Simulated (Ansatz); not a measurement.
# ZnSe: a slab and its surfaces, (110), 4 layers

What do the surfaces of ZnSe (110), 4 layers cost, and how tightly do they hold an electron? The runs shown use LAPW, norm-conserving and crystal datasets. Companion runs by PAW are cited. Its runs: bulk in the slab's orientation (LAPW); the reference run (LAPW, norm-conserving and crystal datasets); at the positions relaxed by PAW (LAPW).

Method: DFT PBE, with the methods named in each step, in Ansatz 0.2.0.

## (1) The starting structure

Symmetry: F-43m, No. 216, cubic system. Conventional cell: a = 5.733 Å, b = 5.733 Å, c = 5.733 Å, α = 90.00°, β = 90.00°, γ = 90.00°. Around Zn (site symmetry -43m) lie 4 Se at 2.48 Å. Around Se (site symmetry -43m) lie 4 Zn at 2.48 Å.

Coordinates:

```
Zn Se
1.0
    -2.86635    2.86635    0.00000
     0.00000    0.00000    5.73270
     2.86635    2.86635    0.00000
Zn Se
2 2
Direct
  0.00000 0.00000 0.00000
  0.50000 0.50000 0.50000
  0.00000 0.25000 0.50000
  0.50000 0.75000 0.00000
```

Atoms are numbered in the order of the input: Zn1, Zn2, Se3, Se4.

## (2) Bulk in the slab's orientation, LAPW

Contents of input.yaml:

```yaml
crystal:
  lattice:
    - [-2.8663503076, 2.8663503076, 0.0]
    - [0.0, 0.0, 5.7327006153]
    - [2.8663503076, 2.8663503076, 0.0]
  atoms:
    - { symbol: Zn, position: [0.0, 0.0, 0.0] }
    - { symbol: Zn, position: [0.5, 0.5, 0.5] }
    - { symbol: Se, position: [0.0, 0.25, 0.5] }
    - { symbol: Se, position: [0.5, 0.75, 0.0] }
kpoints:
  mp_grid: { grid: [6, 5, 6] }
scf:
  occupations: { method: fermi_dirac, width: 0.02 }
hamiltonian:
  xc: pbe
  pseudopotentials: { kind: all_electron, lapw: { basis_error: 0.001 } }
output:
  forces: true
  stress: true
  eigenvalues: true
```

On the command line:

```bash
ansatz run input.yaml --threads 3 --pin off --max-ram 8192MiB --backend cpu --events-out ev --progress --plain --runs-dir out
```

## (4) Slab as cut, LAPW

Contents of input.yaml:

```yaml
crystal:
  lattice:
    - [4.0536314796, 0.0, 0.0]
    - [0.0, 5.7327006153, 0.0]
    - [0.0, 0.0, 22.0804]
  atoms:
    - { symbol: Zn, position: [0.0, 0.875, 0.3623112077] }
    - { symbol: Se, position: [0.5, 0.625, 0.3623112077] }
    - { symbol: Zn, position: [0.5, 0.375, 0.4541037355] }
    - { symbol: Se, position: [0.0, 0.125, 0.4541037355] }
    - { symbol: Zn, position: [0.0, 0.875, 0.5458962639] }
    - { symbol: Se, position: [0.5, 0.625, 0.5458962639] }
    - { symbol: Zn, position: [0.5, 0.375, 0.6376887923] }
    - { symbol: Se, position: [0.0, 0.125, 0.6376887923] }
kpoints:
  mp_grid: { grid: [6, 5, 1] }
scf:
  occupations: { method: fermi_dirac, width: 0.02 }
hamiltonian:
  xc: pbe
  pseudopotentials: { kind: all_electron, lapw: { basis_error: 0.001 } }
output:
  forces: true
  stress: true
  eigenvalues: true
  populations: true
  dos: { projected: true, de: 0.2, e_range: [-14, 8] }
efield:
  axis: 3
  amplitude: 0
  dipole_correction: true
```

## (5) At the positions relaxed by PAW, LAPW

Contents of input.yaml:

```yaml
crystal:
  lattice:
    - [4.0536314796, 0.0, 0.0]
    - [0.0, 5.7327006153, 0.0]
    - [0.0, 0.0, 22.0804]
  atoms:
    - { symbol: Zn, position: [0.0, 0.8257711952, 0.3853862533] }
    - { symbol: Se, position: [0.5, 0.6300147852, 0.3541778886] }
    - { symbol: Zn, position: [0.5, 0.3982126266, 0.4474400474] }
    - { symbol: Se, position: [0.0, 0.1460016692, 0.4569942699] }
    - { symbol: Zn, position: [0.0, 0.8982123966, 0.5525599865] }
    - { symbol: Se, position: [0.5, 0.6460015185, 0.5430057098] }
    - { symbol: Zn, position: [0.5, 0.3257711051, 0.6146137442] }
    - { symbol: Se, position: [0.0, 0.1300147035, 0.6458220991] }
kpoints:
  mp_grid: { grid: [6, 5, 1] }
scf:
  occupations: { method: fermi_dirac, width: 0.02 }
hamiltonian:
  xc: pbe
  pseudopotentials: { kind: all_electron, lapw: { basis_error: 0.001 } }
output:
  forces: true
  stress: true
  eigenvalues: true
efield:
  axis: 3
  amplitude: 0
  dipole_correction: true
```

## (6) Slab as cut, norm-conserving

input.yaml: that of step 5 with these lines changed.

```diff
@@ -20,3 +20,3 @@
   xc: pbe
-  pseudopotentials: { kind: all_electron, lapw: { basis_error: 0.001 } }
+  pseudopotentials: { kind: nc }
 output:
```

## (7) Slab as cut, crystal datasets

input.yaml: that of step 6 with these lines changed.

```diff
@@ -20,3 +20,3 @@
   xc: pbe
-  pseudopotentials: { kind: nc }
+  pseudopotentials: { kind: all_electron, datasets: crystal }
 output:
```

(Steps that only read results are left out.)

Q: Predict the outcome of this session. Wanted: surface energy; work function (for each run or level that gives them).

**Answer**, as computed:

| quantity | value |
| --- | --- |
| surface energy (LAPW, relaxed) | 0.30 J/m² |
| work function (LAPW, relaxed) | 4.80 eV |
| work function (norm-conserving, relaxed) | 4.82 eV |
| work function (crystal datasets, relaxed) | 4.80 eV |
| surface energy (PAW, relaxed) | 0.30 J/m² |
| work function (PAW, relaxed) | 4.80 eV |

What this shows: By LAPW the surface costs 0.64 J/m² as cut and 0.30 J/m² relaxed. With a gap the Fermi level lies anywhere inside it, so the work function printed is no measured quantity. Thickness wasn't converged, and no reconstruction was sought.

The gaps are Kohn-Sham values of a semilocal functional, not quasiparticle or optical gaps. Such gaps usually fall short of the measured ones.
